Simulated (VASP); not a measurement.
# TiO2 (I4_1/amd) in VASP: band structure with PBE

Aim: the band structure of TiO2 with PBE.

Everything below comes from runs of VASP 6.6.1. Logs are shortened: lines on timing, memory, paths and dates and some standing lists are left out, and cuts for length are marked.

## (1) The crystal as given

It takes space group I4_1/amd (No. 141, tetragonal). The conventional cell has a = 3.784 Å, b = 3.784 Å, c = 9.515 Å, α = 90.00°, β = 90.00°, γ = 90.00°. Around Ti (site symmetry -4m2) lie 6 O at 1.93 to 1.98 Å. Around O (site symmetry 2mm) lie 3 Ti at 1.93 to 1.98 Å.

## (2) Band structure, PBE

File POSCAR:

```
TiO2
1.0
   -1.8921000000      1.8921000000      4.7573000000
    1.8921000000     -1.8921000000      4.7573000000
    1.8921000000      1.8921000000     -4.7573000000
Ti O
2 4
Direct
    0.0000000000      0.0000000000      0.0000000000
    0.7500000000      0.2500000000      0.5000000000
    0.2081000000      0.2081000000      0.0000000000
    0.9581000000      0.4581000000      0.5000000000
    0.5419000000      0.0419000000      0.5000000000
    0.7919000000      0.7919000000      0.0000000000
```

File INCAR.step1:

```
SYSTEM = TiO2
PREC = Accurate
ENCUT = 520
EDIFF = 1E-6
ISMEAR = 0
SIGMA = 0.02
LREAL = .FALSE.
LASPH = .TRUE.
NELM = 80
ALGO = Fast
ISIF = 2
LWAVE = .FALSE.
LCHARG = .TRUE.
LMAXMIX = 4
GGA = PE
NBANDS = 33
```

File KPOINTS.step1:

```
Automatic mesh
0
G
  10 10 10
  0 0 0
```

File INCAR.step2:

```
SYSTEM = TiO2
PREC = Accurate
ENCUT = 520
EDIFF = 1E-6
ISMEAR = 0
SIGMA = 0.05
LREAL = .FALSE.
LASPH = .TRUE.
NELM = 80
ALGO = Fast
ISIF = 2
LWAVE = .FALSE.
LCHARG = .FALSE.
LMAXMIX = 4
GGA = PE
NBANDS = 33
ICHARG = 11
```

File KPOINTS.step2:

```
path GXYSGZS1NPY1Z,XP
15
line-mode
reciprocal
 0.0000000000  0.0000000000  0.0000000000  G
-0.5000000000  0.5000000000  0.0000000000  X

-0.5000000000  0.5000000000  0.0000000000  X
-0.5000000000  0.5000000000 -0.0790928267  Y

-0.5000000000  0.5000000000 -0.0790928267  Y
-0.2895464134  0.2895464134 -0.2895464134  S

-0.2895464134  0.2895464134 -0.2895464134  S
 0.0000000000  0.0000000000  0.0000000000  G

 0.0000000000  0.0000000000  0.0000000000  G
 0.5000000000  0.5000000000 -0.5000000000  Z

 0.5000000000  0.5000000000 -0.5000000000  Z
 0.2895464134  0.7104535866 -0.7104535866  S1

 0.2895464134  0.7104535866 -0.7104535866  S1
 0.0000000000  0.5000000000 -0.5000000000  N

 0.0000000000  0.5000000000 -0.5000000000  N
-0.2500000000  0.7500000000 -0.2500000000  P

-0.2500000000  0.7500000000 -0.2500000000  P
 0.0790928267  0.9209071733 -0.5000000000  Y1

 0.0790928267  0.9209071733 -0.5000000000  Y1
 0.5000000000  0.5000000000 -0.5000000000  Z

-0.5000000000  0.5000000000  0.0000000000  X
-0.2500000000  0.7500000000 -0.2500000000  P
```

Potentials or basis: VASP PAW PBE potentials, release 64 (Ti_sv, O).

Started as:

```bash
$ cat potpaw_PBE.64/Ti_sv/POTCAR potpaw_PBE.64/O/POTCAR > POTCAR
$ cp INCAR.step1 INCAR
$ cp KPOINTS.step1 KPOINTS
$ mpirun -np 1 vasp_std > vasp.out
$ cp INCAR.step2 INCAR
$ cp KPOINTS.step2 KPOINTS
$ mpirun -np 1 vasp_std > vasp.out
```

OUTCAR:

```text
SYSTEM = TiO2
   PREC = Accurate
   ENCUT = 520
   EDIFF = 1E-6
   ISMEAR = 0
   LREAL = .FALSE.
   LASPH = .TRUE.
   NELM = 80
   ISIF = 2
   GGA = PE
   ICHARG = 11

 ion  position               nearest neighbor table
   1  0.000  0.000  0.000-   5 1.93   4 1.93   5 1.93   4 1.93   3 1.98   6 1.98
   2  0.750  0.250  0.500-   6 1.93   3 1.93   6 1.93   3 1.93   4 1.98   5 1.98
   3  0.208  0.208  0.000-   2 1.93   2 1.93   1 1.98
   4  0.958  0.458  0.500-   1 1.93   1 1.93   2 1.98
   5  0.542  0.042  0.500-   1 1.93   1 1.93   2 1.98
   6  0.792  0.792  0.000-   2 1.93   2 1.93   1 1.98

  LATTYP: Found a body centered tetragonal cell.
 ALAT       =     3.7842000000
 C/A-ratio  =     2.5142962846

  Lattice vectors:

 A1 = (  -1.8921000000,   1.8921000000,   4.7573000000)
 A2 = (   1.8921000000,  -1.8921000000,   4.7573000000)
 A3 = (   1.8921000000,   1.8921000000,  -4.7573000000)

Analysis of symmetry for initial positions (statically):
=====================================================================
 Subroutine PRICEL returns:
 Original cell was already a primitive cell.

 Routine SETGRP: Setting up the symmetry group for a
 body centered tetragonal supercell.

 Subroutine GETGRP returns: Found 16 space group operations
 (whereof  8 operations were pure point group operations)
 out of a pool of 16 trial point group operations.

The static configuration has the point symmetry D_2d.
 The point group associated with its full space group is D_4h.

Analysis of symmetry for dynamics (positions and initial velocities):
=====================================================================
 Subroutine PRICEL returns:
 Original cell was already a primitive cell.

 Routine SETGRP: Setting up the symmetry group for a
 body centered tetragonal supercell.

 Subroutine GETGRP returns: Found 16 space group operations
 (whereof  8 operations were pure point group operations)
 out of a pool of 16 trial point group operations.

The dynamic configuration has the point symmetry D_2d.
 The point group associated with its full space group is D_4h.

 Subroutine INISYM returns: Found 16 space group operations
 (whereof  8 operations are pure point group operations),
 and found     1 'primitive' translations

----------------------------------------------------------------------------------------

                                     Primitive cell

  volume of cell :      68.1253

  direct lattice vectors                    reciprocal lattice vectors
    -1.892100000  1.892100000  4.757300000     0.000000000  0.264256646  0.105101633
     1.892100000 -1.892100000  4.757300000     0.264256646  0.000000000  0.105101633
     1.892100000  1.892100000 -4.757300000     0.264256646  0.264256646  0.000000000

  length of vectors
     5.458203744  5.458203744  5.458203744     0.284390450  0.284390450  0.373715333

  position of ions in fractional coordinates (direct lattice)
     0.000000000  0.000000000  0.000000000
     0.750000000  0.250000000  0.500000000
     0.208100000  0.208100000  0.000000000
     0.958100000  0.458100000  0.500000000
     0.541900000  0.041900000  0.500000000
     0.791900000  0.791900000  0.000000000

  ion indices of the primitive-cell ions
   primitive index   ion index
                 1           1
                 2           2
                 3           3
                 4           4
                 5           5
                 6           6

----------------------------------------------------------------------------------------

 KPOINTS: path GXYSGZS1NPY1Z,XP

Interpolating k-points between supplied coordinates.

 Line segments in fractional coordinates (reciprocal lattice):
    0.000000  0.000000  0.000000  ... -0.500000  0.500000  0.000000
   -0.500000  0.500000  0.000000  ... -0.500000  0.500000 -0.079093
   -0.500000  0.500000 -0.079093  ... -0.289546  0.289546 -0.289546
   -0.289546  0.289546 -0.289546  ...  0.000000  0.000000  0.000000
    0.000000  0.000000  0.000000  ...  0.500000  0.500000 -0.500000
    0.500000  0.500000 -0.500000  ...  0.289546  0.710454 -0.710454
    0.289546  0.710454 -0.710454  ...  0.000000  0.500000 -0.500000
    0.000000  0.500000 -0.500000  ... -0.250000  0.750000 -0.250000
   -0.250000  0.750000 -0.250000  ...  0.079093  0.920907 -0.500000
    0.079093  0.920907 -0.500000  ...  0.500000  0.500000 -0.500000
   -0.500000  0.500000  0.000000  ... -0.250000  0.750000 -0.250000

 Generated    15 points on each line segment, for a total of    165 k-points:

 Following reciprocal coordinates:
            Coordinates               Weight
  0.000000  0.000000  0.000000      0.006061
 -0.035714  0.035714  0.000000      0.006061
 -0.071429  0.071429  0.000000      0.006061
 -0.107143  0.107143  0.000000      0.006061
 -0.142857  0.142857  0.000000      0.006061
 -0.178571  0.178571  0.000000      0.006061
[... 16 lines left out ...]
 -0.500000  0.500000 -0.039546      0.006061
 -0.500000  0.500000 -0.045196      0.006061
 [... further k-points ...]
   k-points           NKPTS =    165   k-points in BZ     NKDIM =    165   number of bands    NBANDS=     33
   number of dos      NEDOS =    301   number of ions     NIONS =      6
   total plane-waves  NPLWV =  74088
   dimension x,y,z NGX =    42 NGY =   42 NGZ =   42
   dimension x,y,z NGXF=    84 NGYF=   84 NGZF=   84
   ions per type =               2   4
   NGX,Y,Z   is equivalent  to a cutoff of  12.79, 12.79, 12.79 a.u.
   NGXF,Y,Z  is equivalent  to a cutoff of  25.58, 25.58, 25.58 a.u.
 SYSTEM =  TiO2
   PREC   = accura    normal or accurate (medium, high low for compatibility)
   ISTART =      0    job   : 0-new  1-cont  2-samecut
   ICHARG =     11    charge: 1-file 2-atom 10-const
   ISPIN  =      1    spin polarized calculation?
   LNONCOLLINEAR =      F non collinear calculations
   LSORBIT =      F    spin-orbit coupling
   LASPH  =      T    aspherical Exc in radial PAW
   ENCUT  =  520.0 eV  38.22 Ry    6.18 a.u.  10.15 10.15 10.15*2*pi/ulx,y,z
   NELM   =     80;   NELMIN=  2; NELMDL=  0     # of ELM steps
   EDIFF  = 0.1E-05   stopping-criterion for ELM
   LREAL  =      F    real-space projection
   EDIFFG = 0.1E-04   stopping-criterion for IOM
   NSW    =      0    number of steps for IOM
   IBRION =     -1    ionic relax: 0-MD 1-quasi-New 2-CG
   NFREE  =      0    steps in history (QN), initial steepest desc. (CG)
   ISIF   =      2    stress and relaxation
   ISYM   =      2    0-nonsym 1-usesym 2-fastsym
   POTIM  = 0.5000    time-step for ionic-motion
   TEBEG  =    0.0;   TEEND  =   0.0 temperature during run
   PSTRESS=    0.0 pullay stress
   NELECT =      48.0000    total number of electrons
   NUPDOWN=      -1.0000    fix difference up-down
   EMIN   =  10.00;   EMAX   =-10.00  energy-range for DOS
   EFERMI =   0.00;   METHOD = LEGACY
   ISMEAR =     0;   SIGMA  =   0.05  broadening in eV -4-tet -1-fermi 0-gaus
   EFERMI_NEDOS =   21; number of points for ismear=-14 and -15
   IALGO  =     68    algorithm
   IMIX   =      4    mixing-type and parameters
     AMIX     =   0.40;   BMIX     =  1.00
     AMIX_MAG =   1.60;   BMIX_MAG =  1.00
  volume/ion in A,a.u.               =      11.35        76.62
  Fermi-wavevector in a.u.,A,eV,Ry     =   1.456752  2.752862 28.873289  2.122127
  Thomas-Fermi vector in A             =   2.573634
   LORBIT       =      0    0 simple, 1 ext, 2 COOP (PROOUT), +10 PAW based schemes
   GGA     = PE    functional components
   LHFCALC =     F    Hartree Fock is set to
   AEXX    =    0.0000 exact exchange contribution
   IVDW    =     0    specifies the selected vdW correction
   LEPSILON=     F    determine dielectric tensor
   LRPA    =     F    only Hartree local field effects (RPA)
 non-spin polarized calculation
 RMM-DIIS sequential band-by-band and
 Gauss-broadening in eV      SIGMA  =   0.05
  energy-cutoff  :      520.00
  volume of cell :       68.13
 maximum number of plane-waves:      1854
 NGX is ok and might be reduce to    42

 number of electron      47.9999989 magnetization

 Free energy of the ion-electron system (eV)
  ---------------------------------------------------
  ext. energy  EPLUGINS =         0.00000000
  ---------------------------------------------------
  free energy    TOTEN  =       -54.75703422 eV

  energy without entropy =      -54.75703422  energy(sigma->0) =      -54.75703422

 E-fermi :   3.6202     XC(G=0): -10.7368

 val. band max:        3.4088729834   @ k =  -0.4286   0.4286   0.0000
 cond. band min:       5.5049423178   @ k =   0.0000   0.0000   0.0000
 fundamental gap:      2.0960693345
 Fermi energy:         3.6202209188

 k-point     1 :       0.0000    0.0000    0.0000
  band No.  band energies     occupation
      1     -52.9927      2.00000
      2     -52.9321      2.00000
      3     -29.4597      2.00000
      4     -29.2183      2.00000
      5     -29.2183      2.00000
      6     -29.1464      2.00000
[... 25 lines left out ...]
     32       8.7065      0.00000
     33       8.7185      0.00000

 k-point     2 :      -0.0357    0.0357    0.0000
  band No.  band energies     occupation
      1     -52.9925      2.00000
      2     -52.9322      2.00000
      3     -29.4596      2.00000
      4     -29.2209      2.00000
      5     -29.2191      2.00000
      6     -29.1478      2.00000
[... 25 lines left out ...]
     32       8.7370      0.00000
     33       8.7869      0.00000

 k-point     3 :      -0.0714    0.0714    0.0000
  band No.  band energies     occupation
      1     -52.9917      2.00000
      2     -52.9326      2.00000
      3     -29.4592      2.00000
      4     -29.2282      2.00000
      5     -29.2215      2.00000
      6     -29.1517      2.00000
[... 25 lines left out ...]
     32       8.7886      0.00000
     33       8.9853      0.00000

 k-point     4 :      -0.1071    0.1071    0.0000
  band No.  band energies     occupation
      1     -52.9905      2.00000
      2     -52.9333      2.00000
      3     -29.4585      2.00000
      4     -29.2396      2.00000
      5     -29.2253      2.00000
      6     -29.1581      2.00000
[... 673 lines left out ...]
     32       9.9390      0.00000
     33      10.8649      0.00000

 k-point    23 :      -0.5000    0.5000   -0.0395
  band No.  band energies     occupation
      1     -52.9580      2.00000
      2     -52.9580      2.00000
      3     -29.4170      2.00000
      4     -29.4170      2.00000
      5     -29.2647      2.00000
      6     -29.2647      2.00000
[... 25 lines left out ...]
     32       9.9315      0.00000
     33      10.8683      0.00000

 k-point    24 :      -0.5000    0.5000   -0.0452
  band No.  band energies     occupation
      1     -52.9580      2.00000
      2     -52.9580      2.00000
      3     -29.4165      2.00000
      4     -29.4165      2.00000
      5     -29.2644      2.00000
      6     -29.2644      2.00000
[... 25 lines left out ...]
     32       9.9211      0.00000
     33      10.8718      0.00000

 [... further k-points ...]
[... 5 lines left out ...]
  --------------------------------------------------------------------------------------
  -------------------------------------------------------------------------------------
  Total       -1.0264654     -1.0264654      2.2806144      0.0000000      0.0000000      0.0000000
  in kB      -24.1404975    -24.1404975     53.6356732      0.0000000      0.0000000      0.0000000
  external PRESSURE =       1.7848927 kB  Pullay stress =       0.0000000 kB

 VOLUME and BASIS-vectors are now :
 -----------------------------------------------------------------------------
  energy-cutoff  :      520.00
  volume of cell :       68.13
      direct lattice vectors                 reciprocal lattice vectors
    -1.892100000  1.892100000  4.757300000     0.000000000  0.264256646  0.105101633
     1.892100000 -1.892100000  4.757300000     0.264256646  0.000000000  0.105101633
     1.892100000  1.892100000 -4.757300000     0.264256646  0.264256646  0.000000000

 POSITION                                       TOTAL-FORCE (eV/Angst)
 -----------------------------------------------------------------------------------
      0.00000      0.00000      0.00000         0.000000      0.000000      0.000000
      0.00000      1.89210      2.37865         0.000000      0.000000      0.000000
      0.00000      0.00000      1.97999        -0.000000     -0.000000      0.541855
      0.00000      1.89210      4.35864        -0.000000     -0.000000      0.541855
      0.00000      1.89210      0.39866         0.000000      0.000000     -0.541855
      0.00000      0.00000      7.53461        -0.000000     -0.000000     -0.541855
 -----------------------------------------------------------------------------------
    total drift:                               -0.000000      0.000000      0.000000

  FREE ENERGIE OF THE ION-ELECTRON SYSTEM (eV)
  ---------------------------------------------------
  free  energy   TOTEN  =       -54.7570342180 eV

  energy  without entropy=      -54.7570342180  energy(sigma->0) =      -54.75703422
```

It took 34 min on 1 thread of Intel Xeon Platinum 8259CL at 2.50GHz (Skylake/Cascade Lake), shared host; peak memory 0.44 GiB.

Results:

```yaml
Band_gap_on_the_k_mesh: 2.11 eV, indirect (least direct gap 2.44 eV)
Band_gap_along_the_path: 2.10 eV, indirect (least direct gap 2.44 eV)
```

Levels at the corners of the path, in eV from the valence-band top:
| point | band 20 | band 21 | band 22 | band 23 | band 24 | band 25 | band 26 | band 27 | band 28 | band 29 |
| --- | --- | --- | --- | --- | --- | --- | --- | --- | --- | --- |
| Γ | -0.78 | -0.77 | -0.77 | -0.48 | -0.48 | 2.10 | 2.84 | 3.97 | 3.97 | 4.00 |
| X | -2.67 | -2.07 | -2.07 | -0.05 | -0.05 | 3.33 | 3.33 | 3.80 | 3.80 | 4.88 |
| X | -2.67 | -2.07 | -2.07 | -0.05 | -0.05 | 3.33 | 3.33 | 3.80 | 3.80 | 4.88 |
| Y | -2.77 | -1.91 | -1.91 | -0.09 | -0.09 | 3.30 | 3.30 | 3.75 | 3.75 | 4.77 |
| Y | -2.77 | -1.91 | -1.91 | -0.09 | -0.09 | 3.30 | 3.30 | 3.75 | 3.75 | 4.77 |
| S | -1.88 | -1.19 | -0.94 | -0.91 | -0.82 | 3.20 | 3.46 | 3.56 | 3.61 | 4.24 |
| S | -1.88 | -1.19 | -0.94 | -0.91 | -0.82 | 3.20 | 3.46 | 3.56 | 3.61 | 4.24 |
| Γ | -0.78 | -0.77 | -0.77 | -0.48 | -0.48 | 2.10 | 2.84 | 3.97 | 3.97 | 4.00 |
| Γ | -0.78 | -0.77 | -0.77 | -0.48 | -0.48 | 2.10 | 2.84 | 3.97 | 3.97 | 4.00 |
| Z | -1.36 | -1.27 | -1.27 | -0.13 | -0.13 | 2.45 | 2.45 | 3.76 | 3.76 | 4.24 |
| Z | -1.36 | -1.27 | -1.27 | -0.13 | -0.13 | 2.45 | 2.45 | 3.76 | 3.76 | 4.24 |
| S1 | -1.88 | -1.19 | -0.94 | -0.91 | -0.82 | 3.20 | 3.46 | 3.56 | 3.61 | 4.24 |
| S1 | -1.88 | -1.19 | -0.94 | -0.91 | -0.82 | 3.20 | 3.46 | 3.56 | 3.61 | 4.24 |
| N | -1.98 | -1.97 | -0.96 | -0.85 | -0.65 | 3.22 | 3.54 | 3.55 | 3.65 | 4.28 |
| N | -1.98 | -1.97 | -0.96 | -0.85 | -0.65 | 3.22 | 3.54 | 3.55 | 3.65 | 4.28 |
| P | -3.00 | -1.60 | -1.60 | -0.25 | -0.25 | 3.56 | 3.56 | 3.59 | 3.59 | 4.87 |
| P | -3.00 | -1.60 | -1.60 | -0.25 | -0.25 | 3.56 | 3.56 | 3.59 | 3.59 | 4.87 |
| Y1 | -2.77 | -1.91 | -1.91 | -0.09 | -0.09 | 3.30 | 3.30 | 3.75 | 3.75 | 4.77 |
| Y1 | -2.77 | -1.91 | -1.91 | -0.09 | -0.09 | 3.30 | 3.30 | 3.75 | 3.75 | 4.77 |
| Z | -1.36 | -1.27 | -1.27 | -0.13 | -0.13 | 2.45 | 2.45 | 3.76 | 3.76 | 4.24 |
| X | -2.67 | -2.07 | -2.07 | -0.05 | -0.05 | 3.33 | 3.33 | 3.80 | 3.80 | 4.88 |
| P | -3.00 | -1.60 | -1.60 | -0.25 | -0.25 | 3.56 | 3.56 | 3.59 | 3.59 | 4.87 |

Caveat: the log is that of the step along the path at fixed density, whose energy, stress, charges and moments have no meaning.
